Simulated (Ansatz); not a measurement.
# BN (P6_3mc) in Ansatz: further runs

Runs on BN. Level: LDA. Tasks: single point, equation of state.

Program: Ansatz 0.2.0. These are calculated values, not measurements. Logs are shortened: lines on timing, memory, paths and dates and some standing lists are left out, and cuts for length are marked.

**1. Starting point**

It takes space group P6_3mc (No. 186, hexagonal). The conventional cell has a = 2.554 Å, b = 2.554 Å, c = 4.227 Å, α = 90.00°, β = 90.00°, γ = 120.00°. Around N (site symmetry 3m) lie 4 B at 1.57 to 1.58 Å. B (site symmetry 3m) is surrounded by 4 N at 1.57 to 1.58 Å.

Measurements of this composition are mostly on another form, of space group No. 194.

**2. Single point, LDA, 5.61 Å³/atom (volume scaled by 0.94)**

Input file input.yaml:

```yaml
crystal:
  lattice:
    - [2.5018037563, 0.0, 0.0]
    - [-1.2509018782, 2.1666256083, 0.0]
    - [0.0, 0.0, 4.1405684416]
  atoms:
    - { symbol: "N", position: [0.3333333333, 0.6666666667, 0.125276] }
    - { symbol: "N", position: [0.6666666667, 0.3333333333, 0.625276] }
    - { symbol: B, position: [0.3333333333, 0.6666666667, 0.499724] }
    - { symbol: B, position: [0.6666666667, 0.3333333333, 0.999724] }
kpoints:
  mp_grid: { grid: [12, 12, 6] }
scf:
  occupations: { method: fermi_dirac, width: 0.05 }
hamiltonian:
  xc: lda
  pseudopotentials: { kind: all_electron, lapw: { basis_error: 0.002 } }
output:
  forces: true
  stress: true
  eigenvalues: true
```

Potentials or basis: all-electron LAPW, scalar-relativistic.

Command:

```bash
ansatz run input.yaml --threads 2 --pin off --max-ram 8192MiB --backend cpu --events-out ev --progress --plain --runs-dir out
```

What it wrote:

```text
Warning: RAYON_NUM_THREADS=2 ignored (pool sized by the plan → 2); use --threads N
LAPW: plane waves up to 10.608 Å⁻¹, error target 2.0e-3 eV per atom; small_component_spin mean_spin; B in spheres of 0.723 Å, 5 of its electrons in bands, Dirac shells []; N in spheres of 0.813 Å, 7 of its electrons in bands, Dirac shells [] (how accurate: hamiltonian.pseudopotentials.lapw.basis_error, Limitations)
Engine: ansatz 0.2.0, aarch64-unknown-linux-gnu
Pseudopotentials: kind: all_electron
Pseudopotential: N, LAPW, valence charge 7, lapw/all_electron/scalar/gaussian/N, Koelling and Harmon's equation, gaussian nucleus
Pseudopotential: B, LAPW, valence charge 5, lapw/all_electron/scalar/gaussian/B, Koelling and Harmon's equation, gaussian nucleus
Functional definition: SPW92
  exchange = slater_x
  correlation = pw_c
Crystal: 4 atoms, lattice volume = 22.444 Å³
Basis set: ecut = 428.7478876706844 eV, 463 PW (Γ), exchange–correlation at level 2
Bands: 16, of which v1, the nominal top of the filled ones, is band 12 counted from 1 (11 counted from 0)
Symmetry: 12 space group operations
Space group: P63mc (ITA 186), of the structure as read, at distance tolerance 2.8e-5 Å
k-points: 76 of 864 (time reversal used)
Non-local potential: N, projectors of the file, none
Non-local potential: B, projectors of the file, none
Initial density: superposition of atomic densities (chi_scale 0.1, normalization cell, long waves kept (reshape's long-wave potential 0.00 eV rms))
Initial wavefunctions: plane waves of lowest kinetic energy (no species holds an atomic orbital)
Functional: x = slater, c = lda
iter 1 solved again at ethr=1.98e-2 eV; its pass at ethr=1.00e-1 eV (dr2=4.75e0 eV) is discarded
SCF iter   1: F=—  HF=-4308.161814 eV  |F-HF|=—  |Δ(HF+E_count)|=         —  Δρ=1.65e-1  dr2=4.74e0  ethr=1.98e-2  ⟨swp⟩=2.0  Hψ=9338  notcnv=0
preconditioner: auto → none  [insulator: Δε(μ)=7.019 eV  Ē_g=18.872 eV  σ=0.050 eV  W_gap=1.00  n_scr=2 (ndim 8)  ℏωp=31.4 eV  f_vac=0.000  D(μ)=0.00/eV (n_scr^D=0)  ε∞_Penn≈3.8]
iter 2 solved again at ethr=1.91e-3 eV; its pass at ethr=1.98e-2 eV (dr2=4.58e-1 eV) is discarded
SCF iter   2: F=—  HF=-4306.059248 eV  |F-HF|=—  |Δ(HF+E_count)|=    2.10e0  Δρ=5.58e-2  dr2=4.58e-1  ethr=1.91e-3  ⟨swp⟩=2.0  Hψ=6540  notcnv=0
SCF iter   3: F=—  HF=-4305.851876 eV  |F-HF|=—  |Δ(HF+E_count)|=   2.07e-1  Δρ=2.38e-2  dr2=8.77e-2  ethr=1.91e-3  ⟨swp⟩=2.9  Hψ=3517  notcnv=0
SCF iter   4: F=—  HF=-4305.827685 eV  |F-HF|=—  |Δ(HF+E_count)|=   2.42e-2  Δρ=9.93e-3  dr2=1.56e-2  ethr=3.66e-4  ⟨swp⟩=2.0  Hψ=3277  notcnv=0
SCF iter   5: F=—  HF=-4305.822611 eV  |F-HF|=—  |Δ(HF+E_count)|=   5.07e-3  Δρ=1.99e-3  dr2=6.47e-4  ethr=6.50e-5  ⟨swp⟩=2.8  Hψ=3525  notcnv=0
SCF iter   6: F=—  HF=-4305.822401 eV  |F-HF|=—  |Δ(HF+E_count)|=   2.10e-4  Δρ=1.98e-4  dr2=6.61e-6  ethr=2.69e-6  ⟨swp⟩=2.8  Hψ=3320  notcnv=0
SCF iter   7: F=-4305.822399 eV  HF=-4305.822399 eV  |F-HF|=5.05e-9  |Δ(HF+E_count)|=   1.91e-6  Δρ=1.06e-5  dr2=1.80e-8  ethr=2.75e-8  ⟨swp⟩=3.0  Hψ=3387  notcnv=0
SCF 1 converged in 7 iterations: F = -4305.822399 eV  dr2 = 1.80e-8
SCF converged after 7 iterations
Free energy (F): -4305.822399 eV
Harris-Foulkes:  -4305.822399 eV  (|F-HF|=5.05e-9)
Internal energy: -4305.822399 eV  (E = F + TS)
E sigma→0 (E₀):  -4305.822399 eV
Fermi energy:    14.678441 eV
--- Per-component energies (eV) ---
  E_band       = -2006.785821
  E_kinetic    = 4286.177758
  E_xc         = -569.122406
  E_electrostatic = -8022.877751  (all electrons and nuclei)
  E_smearing   = -0.000000  (= −TS)
  E_closure    = 0.000000  (closes the sum)
  E_atoms      = -4267.027354  (free atoms, spherical and without spin; not in F)
  Σ components = -4305.822399   (vs F -4305.822399, Δ=0.00e0)
  Basis errors (estimates in eV, not in F): energy 1.0e-3 per atom: plane waves 1.0e-3 (6.2e-4 summed), levels above the bands 6.1e-69, relativity 7.6e-9, radial functions 2.4e-5, core shells 0.0e0; eigenvalues (radial functions only) 9.6e-6; not estimated: angular momenta, meshes, grids; target (lapw.basis_error) 2.0e-3; muffin-tin radii B 0.723 Å, N 0.813 Å
--- Forces (eV/Å), atoms counted from 1 ---
  atom   1  N      0.00000000    -0.00000000     0.02651832
  atom   2  N      0.00000000     0.00000000     0.02651832
  atom   3  B     -0.00000000    -0.00000000    -0.02649843
  atom   4  B     -0.00000000     0.00000000    -0.02649843
  max |Σ_I F_I| component: 3.98e-5 eV/Å
--- Stress (GPa, compression-positive) ---
       10.873019       0.000000      -0.000000
        0.000000      10.873019      -0.000000
       -0.000000      -0.000000      10.784672
  P = ⅓ Tr σ = 10.8436 GPa (108.436 kbar)
--- Band table (eV; the first three rows and the last of 76) ---
  k-point 0: bands = ["-359.5470", "-359.5470", "-158.0627", "-158.0625", "-8.6187", "-4.1678", "0.7920", "9.9940", "9.9940", "11.9325", "12.2357", "12.2357", "20.6909", "20.6909", "20.9945", "22.4890"]
  k-point 1: bands = ["-359.5470", "-359.5470", "-158.0627", "-158.0625", "-8.4454", "-4.8085", "1.7372", "10.1174", "10.1174", "11.0145", "12.0483", "12.0483", "20.8988", "20.8988", "21.3502", "22.4507"]
  k-point 2: bands = ["-359.5470", "-359.5470", "-158.0627", "-158.0626", "-7.9308", "-5.9943", "3.8137", "8.8670", "10.4695", "10.4695", "11.5728", "11.5728", "21.4765", "21.4765", "21.8737", "22.3441"]
  k-point 75: bands = ["-359.5470", "-359.5470", "-158.0624", "-158.0624", "-2.7616", "-2.7616", "3.1179", "3.1179", "3.9887", "3.9887", "9.0266", "9.0266", "21.9205", "21.9205", "22.4126", "22.4126"]
```

Run time: 13 s. Hardware: 2 threads of Arm Neoverse V1, shared host; peak memory 0.32 GiB.

What came out:

| Item | Value |
| --- | --- |
| Free energy | -4305.8224 eV |
| Pressure | 10.8 GPa |
| Largest force | 0.027 eV/Å |
| Band gap on the k mesh | 4.88 eV, indirect (least direct gap 8.40 eV) |

**3. Single point, LDA, 5.73 Å³/atom (volume scaled by 0.96)**

Changes to input.yaml since step 2:

```diff
@@ -2,5 +2,5 @@
   lattice:
-    - [2.5018037563, 0.0, 0.0]
-    - [-1.2509018782, 2.1666256083, 0.0]
-    - [0.0, 0.0, 4.1405684416]
+    - [2.5194226731, 0.0, 0.0]
+    - [-1.2597113366, 2.1818840378, 0.0]
+    - [0.0, 0.0, 4.169728335]
   atoms:
```

Potentials or basis: all-electron LAPW, scalar-relativistic.

Command:

```bash
ansatz run input.yaml --threads 2 --pin off --max-ram 8192MiB --backend cpu --events-out ev --progress --plain --runs-dir out
```

Run time: 13 s. Hardware: 2 threads of Arm Neoverse V1, shared host; peak memory 0.32 GiB.

It converged, with:

- Free energy: -4305.8411 eV
- Pressure: 1.9 GPa
- Largest force: 0.009 eV/Å
- Band gap on the k mesh: 4.91 eV, indirect (least direct gap 8.31 eV)

**4. Single point, LDA, 5.85 Å³/atom (volume scaled by 0.98)**

Changes to input.yaml since step 3:

```diff
@@ -2,5 +2,5 @@
   lattice:
-    - [2.5194226731, 0.0, 0.0]
-    - [-1.2597113366, 2.1818840378, 0.0]
-    - [0.0, 0.0, 4.169728335]
+    - [2.536798551, 0.0, 0.0]
+    - [-1.2683992755, 2.1969319894, 0.0]
+    - [0.0, 0.0, 4.1984859909]
   atoms:
```

Command:

```bash
ansatz run input.yaml --threads 2 --pin off --max-ram 8192MiB --backend cpu --events-out ev --progress --plain --runs-dir out
```

Wall time 13 s (2 threads of Arm Neoverse V1, shared host); peak memory 0.32 GiB.

Results (log left out):

```yaml
Free_energy: -4305.8344 eV
Pressure: -6.2 GPa
Largest_force: 0.007 eV/Å
Band_gap_on_the_k_mesh: 4.95 eV, indirect (least direct gap 8.21 eV)
```

**5. Single point, LDA, 5.97 Å³/atom**

Changes to input.yaml since step 4:

```diff
@@ -2,5 +2,5 @@
   lattice:
-    - [2.536798551, 0.0, 0.0]
-    - [-1.2683992755, 2.1969319894, 0.0]
-    - [0.0, 0.0, 4.1984859909]
+    - [2.5539396017, 0.0, 0.0]
+    - [-1.2769698009, 2.2117765748, 0.0]
+    - [0.0, 0.0, 4.226855]
   atoms:
```

Command:

```bash
ansatz run input.yaml --threads 2 --pin off --max-ram 8192MiB --backend cpu --events-out ev --progress --plain --runs-dir out
```

Run time: 13 s. Hardware: 2 threads of Arm Neoverse V1, shared host; peak memory 0.32 GiB.

It converged, with:

* Free energy: -4305.8046 eV
* Pressure: -13.6 GPa
* Largest force: 0.023 eV/Å
* Band gap on the k mesh: 4.98 eV, indirect (least direct gap 8.11 eV)

**6. Single point, LDA, 6.09 Å³/atom (volume scaled by 1.02)**

Changes to input.yaml since step 5:

```diff
@@ -2,5 +2,5 @@
   lattice:
-    - [2.5539396017, 0.0, 0.0]
-    - [-1.2769698009, 2.2117765748, 0.0]
-    - [0.0, 0.0, 4.226855]
+    - [2.5708536019, 0.0, 0.0]
+    - [-1.285426801, 2.2264245287, 0.0]
+    - [0.0, 0.0, 4.254848233]
   atoms:
```

Potentials or basis: all-electron LAPW, scalar-relativistic.

Command:

```bash
ansatz run input.yaml --threads 2 --pin off --max-ram 8192MiB --backend cpu --events-out ev --progress --plain --runs-dir out
```

It took 13 s on 2 threads of Arm Neoverse V1, shared host; peak memory 0.32 GiB.

It converged, with:

| Quantity | Value |
| --- | --- |
| Free energy | -4305.7538 eV |
| Pressure | -20.3 GPa |
| Largest force | 0.038 eV/Å |
| Band gap on the k mesh | 5.01 eV, indirect (least direct gap 8.02 eV) |

**7. Single point, LDA, 6.21 Å³/atom (volume scaled by 1.04)**

Changes to input.yaml since step 6:

```diff
@@ -2,5 +2,5 @@
   lattice:
-    - [2.5708536019, 0.0, 0.0]
-    - [-1.285426801, 2.2264245287, 0.0]
-    - [0.0, 0.0, 4.254848233]
+    - [2.5875479243, 0.0, 0.0]
+    - [-1.2937739622, 2.2408822359, 0.0]
+    - [0.0, 0.0, 4.2824778918]
   atoms:
```

Command:

```bash
ansatz run input.yaml --threads 2 --pin off --max-ram 8192MiB --backend cpu --events-out ev --progress --plain --runs-dir out
```

Wall time 13 s (2 threads of Arm Neoverse V1, shared host); peak memory 0.32 GiB.

The run converged. Its results:

| Property | Result |
| --- | --- |
| Free energy | -4305.6839 eV |
| Pressure | -26.4 GPa |
| Largest force | 0.051 eV/Å |
| Band gap on the k mesh | 5.03 eV, indirect (least direct gap 7.92 eV) |

**8. Single point, LDA, 6.33 Å³/atom (volume scaled by 1.06)**

Changes to input.yaml since step 7:

```diff
@@ -2,5 +2,5 @@
   lattice:
-    - [2.5875479243, 0.0, 0.0]
-    - [-1.2937739622, 2.2408822359, 0.0]
-    - [0.0, 0.0, 4.2824778918]
+    - [2.6040295656, 0.0, 0.0]
+    - [-1.3020147828, 2.255155756, 0.0]
+    - [0.0, 0.0, 4.3097555565]
   atoms:
```

Command:

```bash
ansatz run input.yaml --threads 2 --pin off --max-ram 8192MiB --backend cpu --events-out ev --progress --plain --runs-dir out
```

Wall time 13 s (2 threads of Arm Neoverse V1, shared host); peak memory 0.32 GiB.

Results (log left out):

```
Free energy            : -4305.5967 eV
Pressure               : -32.0 GPa
Largest force          : 0.064 eV/Å
Band gap on the k mesh : 5.05 eV, indirect (least direct gap 7.82 eV)
```

**9. Equation of state, LDA**

Potentials or basis: all-electron LAPW, scalar-relativistic.

This step only gathers the single runs of the series.

Results:

* Equilibrium volume: 5.76 Å³/atom
* Bulk modulus at fixed shape and positions: 403 GPa
* Pressure derivative of the bulk modulus: 3.7

Energy against volume, from the lowest point:
| volume (Å³/atom) | energy (meV/atom) |
| --- | --- |
| 5.611 | 4.69 |
| 5.730 | 0.00 |
| 5.850 | 1.68 |
| 5.969 | 9.13 |
| 6.088 | 21.84 |
| 6.208 | 39.31 |
| 6.327 | 61.11 |

Caveat: the cell was scaled at fixed shape and fractional positions, which overstates the stiffness of a crystal with free parameters, most of all of layers and chains.
